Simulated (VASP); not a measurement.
# C in VASP: further runs, part 2 of 3

VASP 6.6.1. The steps go on from the part before.

### 5 Relaxation of cell and atoms, PBE+D3(BJ)

This run uses another cell than the first one, of 8.74 Å³/atom, 0.128 times its volume.

INCAR

```
SYSTEM = C
PREC = Accurate
ENCUT = 600
EDIFF = 1E-6
ISMEAR = 0
SIGMA = 0.02
LREAL = .False.
LASPH = .True.
NELM = 80
ALGO = Normal
ISIF = 3
LWAVE = .False.
LCHARG = .False.
GGA = PE
IVDW = 12
IBRION = 2
NSW = 100
EDIFFG = -0.005
```

KPOINTS

```
Automatic mesh
0
Gamma
  15 15 15
  0 0 0
```

POSCAR

```
C
1.0
    1.2325518617      0.7116141491      3.3209922251
   -1.2325518617      0.7116141491      3.3209922251
    0.0000000000     -1.4232282983      3.3209922251
C
2
Direct
    0.1665466696      0.1665466696      0.1665466696
    0.8334533304      0.8334533304      0.8334533304
```

Potentials or basis: VASP PAW PBE potentials, release 64 (C).

Run with:

```bash
cat potpaw_PBE.64/C/POTCAR > POTCAR
mpirun -np 1 vasp_std > vasp.out
```

OUTCAR:

```text
SYSTEM = C
   PREC = Accurate
   ENCUT = 600
   EDIFF = 1E-6
   ISMEAR = 0
   LREAL = .False.
   LASPH = .True.
   NELM = 80
   ISIF = 3
   GGA = PE
   IVDW = 12
   IBRION = 2
   NSW = 100
   EDIFFG = -0.005
 IVDW          = 12

 ion  position               nearest neighbor table
   1  0.167  0.167  0.167-   2 1.42   2 1.42   2 1.42
   2  0.833  0.833  0.833-   1 1.42   1 1.42   1 1.42

  LATTYP: Found a trigonal (rhomboedric) cell.
 ALAT       =     3.6131105917
 COS(alpha) =     0.7672563237

  Lattice vectors:

 A1 = (   1.2325518617,   0.7116141491,   3.3209922251)
 A2 = (  -1.2325518617,   0.7116141491,   3.3209922251)
 A3 = (   0.0000000000,  -1.4232282983,   3.3209922251)

Analysis of symmetry for initial positions (statically):
=====================================================================
 Subroutine PRICEL returns:
 Original cell was already a primitive cell.

 Routine SETGRP: Setting up the symmetry group for a
 trigonal (rhombohedral) supercell.

 Subroutine GETGRP returns: Found 12 space group operations
 (whereof 12 operations were pure point group operations)
 out of a pool of 12 trial point group operations.

The static configuration has the point symmetry D_3d.

Analysis of symmetry for dynamics (positions and initial velocities):
=====================================================================
 Subroutine PRICEL returns:
 Original cell was already a primitive cell.

 Routine SETGRP: Setting up the symmetry group for a
 trigonal (rhombohedral) supercell.

 Subroutine GETGRP returns: Found 12 space group operations
 (whereof 12 operations were pure point group operations)
 out of a pool of 12 trial point group operations.

The dynamic configuration has the point symmetry D_3d.

 Subroutine INISYM returns: Found 12 space group operations
 (whereof 12 operations are pure point group operations),
 and found     1 'primitive' translations

----------------------------------------------------------------------------------------

                                     Primitive cell

  volume of cell :      17.4771

  direct lattice vectors                    reciprocal lattice vectors
     1.232551862  0.711614149  3.320992225     0.405662444  0.234209321  0.100371609
    -1.232551862  0.711614149  3.320992225    -0.405662444  0.234209321  0.100371609
     0.000000000 -1.423228298  3.320992225     0.000000000 -0.468418642  0.100371609

  length of vectors
     3.613110592  3.613110592  3.613110592     0.479051651  0.479051651  0.479051651

  position of ions in fractional coordinates (direct lattice)
     0.166546670  0.166546670  0.166546670
     0.833453330  0.833453330  0.833453330

  ion indices of the primitive-cell ions
   primitive index   ion index
                 1           1
                 2           2

----------------------------------------------------------------------------------------

 KPOINTS: Automatic mesh

Automatic generation of k-mesh.
 Grid dimensions read from file:
 generate k-points for:   15   15   15

 Generating k-lattice:

  Cartesian coordinates                     Fractional coordinates (reciprocal lattice)
     0.027044163  0.015613955  0.006691441     0.066666667  0.000000000 -0.000000000
    -0.027044163  0.015613955  0.006691441     0.000000000  0.066666667 -0.000000000
     0.000000000 -0.031227909  0.006691441     0.000000000  0.000000000  0.066666667

  Length of vectors
     0.031936777  0.031936777  0.031936777

  Shift w.r.t. Gamma in fractional coordinates (k-lattice)
     0.000000000  0.000000000  0.000000000

 Subroutine IBZKPT returns following result:
 ===========================================

 Found    344 irreducible k-points:

 Following reciprocal coordinates:
            Coordinates               Weight
  0.000000  0.000000  0.000000      1.000000
  0.066667 -0.000000 -0.000000      6.000000
  0.133333 -0.000000 -0.000000      6.000000
  0.200000  0.000000 -0.000000      6.000000
  0.266667 -0.000000 -0.000000      6.000000
  0.333333 -0.000000 -0.000000      6.000000
[... 16 lines left out ...]
  0.133333  0.133333 -0.000000      6.000000
  0.200000  0.133333 -0.000000     12.000000
 [... further k-points ...]
   k-points           NKPTS =    344   k-points in BZ     NKDIM =    344   number of bands    NBANDS=      8
   number of dos      NEDOS =    301   number of ions     NIONS =      2
   total plane-waves  NPLWV =  27000
   dimension x,y,z NGX =    30 NGY =   30 NGZ =   30
   dimension x,y,z NGXF=    60 NGYF=   60 NGZF=   60
   ions per type =               2
   NGX,Y,Z   is equivalent  to a cutoff of  13.80, 13.80, 13.80 a.u.
   NGXF,Y,Z  is equivalent  to a cutoff of  27.61, 27.61, 27.61 a.u.
 SYSTEM =  C
   PREC   = accura    normal or accurate (medium, high low for compatibility)
   ISTART =      0    job   : 0-new  1-cont  2-samecut
   ICHARG =      2    charge: 1-file 2-atom 10-const
   ISPIN  =      1    spin polarized calculation?
   LNONCOLLINEAR =      F non collinear calculations
   LSORBIT =      F    spin-orbit coupling
   LASPH  =      T    aspherical Exc in radial PAW
   ENCUT  =  600.0 eV  44.10 Ry    6.64 a.u.   7.22  7.22  7.22*2*pi/ulx,y,z
   NELM   =     80;   NELMIN=  2; NELMDL= -5     # of ELM steps
   EDIFF  = 0.1E-05   stopping-criterion for ELM
   LREAL  =      F    real-space projection
   EDIFFG = -.5E-02   stopping-criterion for IOM
   NSW    =    100    number of steps for IOM
   IBRION =      2    ionic relax: 0-MD 1-quasi-New 2-CG
   NFREE  =      1    steps in history (QN), initial steepest desc. (CG)
   ISIF   =      3    stress and relaxation
   ISYM   =      2    0-nonsym 1-usesym 2-fastsym
   POTIM  = 0.5000    time-step for ionic-motion
   TEBEG  =    0.0;   TEEND  =   0.0 temperature during run
   PSTRESS=    0.0 pullay stress
   NELECT =       8.0000    total number of electrons
   NUPDOWN=      -1.0000    fix difference up-down
   EMIN   =  10.00;   EMAX   =-10.00  energy-range for DOS
   EFERMI =   0.00;   METHOD = LEGACY
   ISMEAR =     0;   SIGMA  =   0.02  broadening in eV -4-tet -1-fermi 0-gaus
   EFERMI_NEDOS =   21; number of points for ismear=-14 and -15
   IALGO  =     38    algorithm
   IMIX   =      4    mixing-type and parameters
     AMIX     =   0.40;   BMIX     =  1.00
     AMIX_MAG =   1.60;   BMIX_MAG =  1.00
  volume/ion in A,a.u.               =       8.74        58.97
  Fermi-wavevector in a.u.,A,eV,Ry     =   1.261678  2.384226 21.658181  1.591831
  Thomas-Fermi vector in A             =   2.395125
   LORBIT       =      0    0 simple, 1 ext, 2 COOP (PROOUT), +10 PAW based schemes
   GGA     = PE    functional components
   LHFCALC =     F    Hartree Fock is set to
   AEXX    =    0.0000 exact exchange contribution
   IVDW    =    12    specifies the selected vdW correction
   LEPSILON=     F    determine dielectric tensor
   LRPA    =     F    only Hartree local field effects (RPA)
 conjugate gradient relaxation of ions
 non-spin polarized calculation
 Gauss-broadening in eV      SIGMA  =   0.02
  energy-cutoff  :      600.00
  volume of cell :       17.48
 maximum number of plane-waves:       599
 NGX is ok and might be reduce to    30
   NGX = 15   NGY = 15   NGZ = 15

--------------------------------------- Ionic step        1  -------------------------------------------

 number of electron       8.0000000 magnetization

 Free energy of the ion-electron system (eV)
  ---------------------------------------------------
  ext. energy  EPLUGINS =         0.00000000
  ---------------------------------------------------
  free energy    TOTEN  =       -18.42318168 eV

  energy without entropy =      -18.42318168  energy(sigma->0) =      -18.42318168

------------------------ aborting loop because EDIFF is reached ----------------------------------------

 Edisp (eV)   -0.31649

 E8    (eV) :    -0.0898
[... 311 lines left out ...]
--------------------------------------- Ionic step        9  -------------------------------------------

 number of electron       8.0000000 magnetization

 Free energy of the ion-electron system (eV)
  ---------------------------------------------------
  ext. energy  EPLUGINS =         0.00000000
  ---------------------------------------------------
  free energy    TOTEN  =       -18.42339210 eV

  energy without entropy =      -18.42339210  energy(sigma->0) =      -18.42339210

 E-fermi :   4.5152     XC(G=0): -10.3891

 val. band max:        4.4190726389   @ k =  -0.3333   0.3333   0.0000
 cond. band min:       5.1100188537   @ k =  -0.3333   0.3333   0.0000
 fundamental gap:      0.6909462148
 Fermi energy:         4.5152286140

 k-point     1 :       0.0000    0.0000    0.0000
  band No.  band energies     occupation
      1     -14.8987      2.00000
      2      -1.7270      2.00000
      3       1.7652      2.00000
      4       1.7652      2.00000
      5       9.1325      0.00000
      6      13.1369      0.00000
      7      13.1369      0.00000
      8      16.1047      0.00000
[... 243 lines left out ...]
 k-point    24 :       0.2000    0.1333   -0.0000
  band No.  band energies     occupation
      1     -14.1243      2.00000
      2      -1.1779      2.00000
      3      -0.6148      2.00000
      4       0.3638      2.00000
      5      10.6163      0.00000
      6      13.4478      0.00000
      7      13.8101      0.00000
      8      15.4512      0.00000

 [... further k-points ...]

------------------------ aborting loop because EDIFF is reached ----------------------------------------

 Edisp (eV)   -0.31629

 E8    (eV) :    -0.0897
[... 25 lines left out ...]
  FREE ENERGIE OF THE ION-ELECTRON SYSTEM (eV)
  ---------------------------------------------------
  free  energy   TOTEN  =       -18.7396862319 eV

  energy  without entropy=      -18.7396862319  energy(sigma->0) =      -18.73968623

 reached required accuracy - stopping structural energy minimisation
```

CONTCAR:

```text
C
   1.00000000000000
     1.2326058757858833    0.7116453341470051    3.3226824364513088
    -1.2326058757858833    0.7116453341470051    3.3226824364513088
    -0.0000000000000000   -1.4232906683940656    3.3226824364513194
  C
     2
Direct
     0.1666057072786994    0.1666057072786994    0.1666057072786994
     0.8333942927213007    0.8333942927213007    0.8333942927213007

  0.00000000E+00  0.00000000E+00  0.00000000E+00
  0.00000000E+00  0.00000000E+00  0.00000000E+00
```

It took 2.3 min on 1 thread of Intel Xeon 6975P-C (Granite Rapids), shared host; peak memory 0.21 GiB.

Results:

```yaml
Free_energy: -18.7397 eV
Relaxed_volume: 8.74 Å³/atom
Relaxed_cell: a = 3.615 Å, b = 3.615 Å, c = 3.615 Å, α = 39.88°, β = 39.88°, γ = 39.88°
Space_group_after_relaxing_to_0.05_Å: R-3m (No. 166)
Energy_gained_by_relaxing: 0.0 meV/atom
Ionic_steps: 9
Pressure_after_relaxing: 0.0 GPa
Largest_force_after_relaxing: 0.003 eV/Å
Band_gap_on_the_k_mesh: 0.69 eV, direct
Dispersion_energy_per_atom: -0.158 eV
```

Forces in eV/Å, atoms in the order of the input:
```
C    0.000  0.000 -0.003
C    0.000  0.000  0.003
```

Final structure:
```
C
1.0
     1.23261    0.71165    3.32268
    -1.23261    0.71165    3.32268
     0.00000   -1.42329    3.32268
C
2
Direct
  0.16661 0.16661 0.16661
  0.83339 0.83339 0.83339
```

Caveat: an odd mesh through Γ misses points on the zone boundary, where band edges often lie.

(Part 2 of 3 ends here.)
